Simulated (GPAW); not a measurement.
Runs of GPAW 26.7.0 on TePb. Symmetry: Fm-3m, No. 225, cubic system. Conventional cell: a = 6.462 Å, b = 6.462 Å, c = 6.462 Å, α = 90.00°, β = 90.00°, γ = 90.00°. Around Pb (site symmetry m-3m) lie 6 Te at 3.23 Å. Around Te (site symmetry m-3m) lie 6 Pb at 3.23 Å. 

| task | level | potentials or basis | spin | k mesh | cutoff (eV) | smearing | maxiter | convergence | band path | band points | spin axis theta (degrees) | mesh quality | gap on the mesh (eV) | pressure (GPa) |
| --- | --- | --- | --- | --- | --- | --- | --- | --- | --- | --- | --- | --- | --- | --- |
| single point | LDA | the program's PAW data sets (release 1.2.1) made for this functional, pw | off | 6 × 6 × 6 | 450 | fermi-dirac 0.05 eV | 120 | default | - | - | - | not flagged | (b) | -2.5 |
| band structure | LDA | the program's PAW data sets (release 1.2.1) made for this functional, pw | SOC, no magnetisation | 6 × 6 × 6 | 600 | fermi-dirac 0.05 eV | 150 | - | GXWKGLUWLK,UX | 100 | 0 | not flagged | (a) | -2.0 |
| band structure | WC | PAW data sets generated in the run's folder for this functional, pw | SOC, no magnetisation | 6 × 6 × 6 | 600 | fermi-dirac 0.05 eV | 150 | - | GXWKGLUWLK,UX | 60 | 0 | not flagged | 0.17 | -0.6 |
| band structure | vdW-DF-cx | GPAW PAW data sets (gpaw-data 1.2.1), pw | SOC, no magnetisation | 6 × 6 × 6 | 600 | fermi-dirac 0.05 eV | 150 | - | GXWKGLUWLK,UX | 80 | 0 | not flagged | 0.18 | - |

Alike in all rows: cell as given.

Problem. Estimate the missing entries.

Solution. (a) 0.16; (b) 0.62.

Caveats: spin-orbit coupling was added after a scalar SCF, so levels and gaps hold it while energy, forces, pressure and moments don't (some runs); this program's spin-orbit splittings come out too wide for heavy elements (some runs); the cutoff is short for stress and forces, so pressures can be off by a GPa or more (some runs); spin-orbit coupling is left out, which as a rule narrows the gap of such compounds by several tenths of an eV (some runs); the PAW data sets were made with another functional, which shifts forces and pressure a little (some runs).

A k mesh can miss the band edges, and rows without SOC leave out spin-orbit coupling on Pb, Te.

Runs at the PBE level aren't shown here.
